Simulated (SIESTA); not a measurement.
Set up this calculation in SIESTA 5.4.2, as the native input.

* Task: single point
* Functional: PBEsol
* Potentials or basis: PseudoDojo 0.4 standard (PBEsol files)
* Basis: DZP (energy shift 0.003 Ry; two zetas on semicore shells)
* Grid cutoff: 800 Ry
* Energy shift: 0.003 Ry
* k mesh: 12 × 12 × 12
* Occupations: fermi-dirac, width 0.05 eV
* Spin: collinear spin, fm_larger start
* Starting moments: [3.5, 0.0] μB

Crystal: CoO.

```
CELL_PARAMETERS angstrom
-1.50800 1.50800 2.10725
1.50800 -1.50800 2.10725
1.50800 1.50800 -2.10725
ATOMIC_POSITIONS crystal
Co 0.00000 0.00000 0.00000
O 0.50000 0.50000 0.00000
```

The input as run:

CoO.fdf

```
SystemName                      CoO
SystemLabel                     CoO
NumberOfSpecies                 2
NumberOfAtoms                   2
%block ChemicalSpeciesLabel
  1  27 Co
  2   8 O
%endblock ChemicalSpeciesLabel

LatticeConstant                 1.0 Ang
%block LatticeVectors
    -1.5080000000     1.5080000000     2.1072475377
     1.5080000000    -1.5080000000     2.1072475377
     1.5080000000     1.5080000000    -2.1072475377
%endblock LatticeVectors
AtomicCoordinatesFormat         Fractional
%block AtomicCoordinatesAndAtomicSpecies
     0.0000000000     0.0000000000     0.0000000000  1  Co
     0.5000000000     0.5000000000     0.0000000000  2  O
%endblock AtomicCoordinatesAndAtomicSpecies

%block kgrid.MonkhorstPack
   12   0   0  0.0
    0  12   0  0.0
    0   0  12  0.0
%endblock kgrid.MonkhorstPack
XC.Functional                   GGA
XC.Authors                      PBEsol
PAO.BasisSize                   DZP
PAO.EnergyShift                 0.003 Ry
Mesh.Cutoff                     800 Ry
Spin                            polarized
%block DM.InitSpin
    1   3.500
    2   0.000
%endblock DM.InitSpin
OccupationFunction              FD
ElectronicTemperature           0.05 eV
MaxSCFIterations                200
SCF.MustConverge                false
SCF.Mixer.Method                Pulay
SCF.Mixer.Weight                0.1
SCF.Mixer.History               10
SCF.DM.Tolerance                5.0e-05
SCF.H.Tolerance                 1.0e-03 eV
WriteForces                     true
Charge.Mulliken                 end
%block PAO.Basis
  Co 5
  n=3 0 2
    2.527 0.000
  n=4 0 2
    7.312 0.000
  n=3 1 2
    2.827 0.000
  n=4 1 1
    7.312
  n=3 2 2
    4.649 0.000
%endblock PAO.Basis
```

Potentials or basis: PseudoDojo 0.4 standard (PBEsol files), DZP (energy shift 0.003 Ry; two zetas on semicore shells).

Launch:

```console
$ siesta < CoO.fdf > CoO.out 2>&1
```

It gave:

- Pressure: -8.1 GPa
- Band gap on the k mesh: none (metal or under the smearing width)
- Net moment: 2.96 μB per cell
- Site moments: Co +2.59; O +0.37 μB

Caveat: short orbitals over semicore shells can move pressures by several GPa; the basis of atomic orbitals isn't converged, which shifts pressures, moduli and gaps; a cell with one magnetic atom can't hold antiferromagnetic order, which such compounds often take; semilocal functionals often make such compounds metallic where correlation or magnetic order opens a gap, which also shifts bond lengths.

It took 99 s on 1 thread of Arm Neoverse V2, with other jobs on the host, peak memory 0.24 GiB.
